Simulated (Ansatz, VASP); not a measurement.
# Sr in VASP and in Ansatz

File INCAR:

```
SYSTEM = Sr
PREC = Accurate
ENCUT = 520
EDIFF = 1E-6
ISMEAR = 0
SIGMA = 0.03
LREAL = .FALSE.
LASPH = .TRUE.
NELM = 100
ALGO = Normal
ISIF = 2
LWAVE = .FALSE.
LCHARG = .FALSE.
GGA = PS
NBANDS = 11
```

KPOINTS

```
regular mesh
0
G
  10 10 10
  0 0 0
```

Contents of POSCAR:

```
Sr
1.0
    0.0000000000      2.9206560000      3.1640440000
    2.9206560000      0.0000000000      3.1640440000
    2.9206560000      2.9206560000      0.0000000000
Sr
1
Direct
    0.0000000000      0.0000000000      0.0000000000
```

Input for Ansatz:

```yaml
crystal:
  lattice:
    - [0.0, 2.920656, 3.164044]
    - [2.920656, 0.0, 3.164044]
    - [2.920656, 2.920656, 0.0]
  atoms:
    - { symbol: Sr, position: [0.0, 0.0, 0.0] }
basis:
  ecutwfc: 420
kpoints:
  mp_grid: { grid: [10, 10, 10] }
hamiltonian:
  xc: pbesol
scf:
  occupations: { method: gaussian, width: 0.03 }
output:
  forces: true
  stress: true
  eigenvalues: true
```

Change from the starting cell: strain -0.040 along x and y, +0.040 along z, atoms carried along.

Alike in both runs: task single point; functional PBEsol; k mesh 10 × 10 × 10; occupations gaussian, width 0.03 eV; no spin polarisation.

|  | VASP | Ansatz |
| --- | --- | --- |
| version | VASP 6.6.1 | Ansatz 0.2.0 |
| potentials or method | VASP PAW PBE potentials, release 64 (Sr_sv) | scalar-relativistic, plane waves, PAW |
| plane-wave cutoff (eV) | 520 | 420 |
| valence electrons in the cell | 10 | 10 |

|  | VASP | Ansatz | Ansatz less VASP |
| --- | --- | --- | --- |
| gap on the k mesh at the Fermi level (eV) | none | none | - |
| pressure (GPa) | -0.5 | -0.5 | -0.01 |
| largest component of the traceless stress (GPa) | 0.33 | 0.33 | -0.002 |

A gap of «none» marks a metal or a gap that the smearing closes.

Caveats: the PAW data sets were made with another functional, which shifts forces and pressure a little (VASP).
